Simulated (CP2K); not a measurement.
Runs of CP2K 2026.2 on Re. Symmetry: Fm-3m, No. 225, cubic system. Conventional cell: a = 3.950 Å, b = 3.950 Å, c = 3.950 Å, α = 90.00°, β = 90.00°, γ = 90.00°. Re (site symmetry m-3m) is surrounded by 12 Re at 2.79 Å. This isn't the form of Re at room conditions, which is hcp.

| task | level | potentials or basis | cell | smearing | potentials | gap on the mesh (eV) | pressure (GPa) |
| --- | --- | --- | --- | --- | --- | --- | --- |
| single point | RPBE | POTENTIAL_UZH Re GTH-PBE-q15; TZVP-MOLOPT-PBE-GTH basis | as given | gaussian 0.02 eV | Re GTH-PBE-q15 of POTENTIAL_UZH | none | (a) |
| single point | PBE | POTENTIAL_UZH Re GTH-PBE-q15; TZVP-MOLOPT-PBE-GTH basis | cell strained at random at fixed volume | fermi-dirac 0.05 eV | Re GTH-PBE-q15 of POTENTIAL_UZH | none | -9.7 |
| single point | PBE | POTENTIAL_UZH Re GTH-PBE-q15; TZVP-MOLOPT-PBE-GTH basis | as given | fermi-dirac 0.05 eV | Re GTH-PBE-q15 of POTENTIAL_UZH | none | -10.7 |
| single point | LDA | GTH_POTENTIALS Re GTH-PADE-q15; TZVP-MOLOPT-PBE-GTH basis | as given | gaussian 0.05 eV | Re GTH-PADE-q15 of GTH_POTENTIALS | none | -27.5 |

Alike in all rows: no spin polarisation; k mesh 12 × 12 × 12.

**Question.** Estimate the missing entries.

**Answer.** (a) -7.9.

Caveats: the basis of atomic orbitals isn't converged, which shifts pressures, moduli and gaps; the potentials were made for another functional, which shifts forces and pressure (some runs); so large a pressure means that the cell lies far from this level's equilibrium, or that cutoff or potentials fall short (some runs).

A k mesh can miss the band edges, and the runs leave out spin-orbit coupling on Re.

A gap of «none» marks a metal or a gap under the smearing width.
